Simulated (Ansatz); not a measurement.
Crystal: Gd.

```
Gd
1.0
     0.00000    2.58582    2.58582
     2.58582    0.00000    2.58582
     2.58582    2.58582    0.00000
Gd
1
Direct
  0.00000 0.00000 0.00000
```

This isn't the form of Gd at room conditions, which is hcp.

```yaml
Program: Ansatz 0.2.0
Task: single point
Functional: PBE
Potentials_or_basis: all-electron LAPW, scalar-relativistic
Cutoff: 147 eV (chosen from the basis error)
Basis_error_allowed: 0.001 eV/atom
k_mesh: 9 × 9 × 9
Occupations: fermi-dirac, width 0.05 eV
Spin: collinear spin, ferromagnetic start
Starting_moments: "[7.0] μB"
```

On this cell: pressure -1.3 GPa; net moment 7.58 μB per cell; site moments Gd +7.44 μB; band gap on the k mesh none (metal or under the smearing width).

The same run follows on a disturbed copy (cell strained at random at fixed volume):

```
Gd
1.0
    -0.00885    2.53625    2.57003
     2.55559   -0.02978    2.59096
     2.58316    2.58475   -0.05735
Gd
1
Direct
  0.99376 0.98723 0.01668
```

Task: What changes?

Result: The energy (extrapolated to zero smearing) moves by +3.3 meV/atom; pressure -1.3 GPa; net moment 7.57 μB per cell; site moments Gd +7.42 μB; band gap on the k mesh none (metal or under the smearing width).

Stress tensor (GPa, compression positive):
```
-1.24 -0.18  0.33
-0.18 -1.19  0.71
 0.33  0.71 -1.47
```

Caveats: an open f shell can end in a state above the lowest; spin-orbit coupling is left out, which moves the levels of the heavy elements.
